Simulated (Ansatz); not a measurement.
Strain and the gap of RbBr (rocksalt)

RbBr in the rocksalt structure, relaxed with r2SCAN in Ansatz 0.2.0. Space group Fm-3m (No. 225), cubic; a = 6.922 Å in the conventional setting, 41.45 Å³ an atom. Around Rb lie 6 Br at 3.46 Å; around Br lie 6 Rb at 3.46 Å.

The axes x, y and z are those of this cell:
```xyz
2
Lattice="0.0000 3.4608 3.4608 3.4608 0.0000 3.4608 3.4608 3.4608 0.0000" Properties=species:S:1:pos:R:3 pbc="T T T"
Rb    0.0000    0.0000    0.0000
Br    3.4608    3.4608    3.4608
```

Unstrained: With PBE the gap is 4.291 eV and direct, at Γ. r2SCAN gives a direct gap of 4.893 eV at Γ. HSE06 gives a direct gap of 5.443 eV at Γ. Meshes: PBE 6×6×6, r2SCAN 6×6×6, HSE06 4×4×4. Strains are changes of length per length, and xy shears are angles. After each strain the atoms were relaxed again with r2SCAN within the symmetry that the strain leaves, so tilts or polar shifts that break it weren't tested; points keep the names that they have in the unstrained zone. Calculated for a static, non-magnetic cell.

Changes of the least gap in eV (an overlap counts as a negative gap):
```csv
strain,volume change (%),space group,PBE,r2SCAN,HSE06,"energy rise, r2SCAN (meV/atom)"
uniaxial -5.74 % along x,-5.7,I4/mmm,+0.073,+0.071,+0.087,20.0
"xy shear, engineering strain (angle) +4.81 %",-0.1,Immm,-0.047,-0.047,-0.047,1.2
"biaxial -5.57 % in x and y, z held",-10.8,I4/mmm,+0.252,+0.261,+0.278,40.7
```

Uniaxial -5.74 % along x, other directions held. HSE06: the gap goes from 5.443 to 5.530 eV (+0.087 eV); with r2SCAN the top three valence levels at Γ, degenerate before, become 1+2 from the top over 100 meV. Stress change with r2SCAN, compression positive: xx +3.03, yy +0.24, zz +0.24 GPa.

Xy shear, engineering strain (angle) +4.81 %. HSE06: the gap goes from 5.443 to 5.396 eV (-0.047 eV); with r2SCAN the top three valence levels at Γ, degenerate before, become 1+1+1 from the top over 77 meV. Stress change with r2SCAN, compression positive: xx 0.00, yy 0.00, zz -0.01, xy -0.19 GPa.

Biaxial -5.57 % in x and y, z held. HSE06: the gap goes from 5.443 to 5.721 eV (+0.278 eV); with r2SCAN the top three valence levels at Γ, degenerate before, become 2+1 from the top over 99 meV. Stress change with r2SCAN, compression positive: xx +3.33, yy +3.33, zz +0.47 GPa.

Spin-orbit coupling is left out.

The meshes of the hybrids are coarse, so their gaps aren't converged to the digits shown.

The splittings at Γ are without spin-orbit coupling, which regroups them where it is of like size or larger.
